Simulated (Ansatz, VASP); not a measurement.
**Sr: VASP beside Ansatz**

```
Sr
1.0
     4.31000    0.00000    0.00000
    -2.15500    3.73257    0.00000
     0.00000    0.00000    7.05000
Sr
2
Direct
  0.33333 0.66667 0.25000
  0.66667 0.33333 0.75000
```

This isn't the form of Sr at room conditions, which is fcc.

Alike in both runs: task single point; functional r2SCAN; k mesh 5 × 5 × 3; occupations methfessel-paxton of order 1, width 0.1 eV; no spin polarisation.

```csv
,VASP,Ansatz
version,VASP 6.6.1,Ansatz 0.2.0
potentials or method,"VASP PAW PBE potentials, release 64 (Sr_sv)","plane waves, PAW"
plane-wave cutoff (eV),520,503
valence electrons in the cell,20,20
```

|  | VASP | Ansatz | Ansatz less VASP |
| --- | --- | --- | --- |
| pressure (GPa) | 0.2 | 0.2 | -0.02 |
| largest component of the traceless stress (GPa) | 0.21 | 0.19 | -0.013 |

Caveats: the PAW data sets were made with another functional, which shifts forces and pressure a little (VASP).
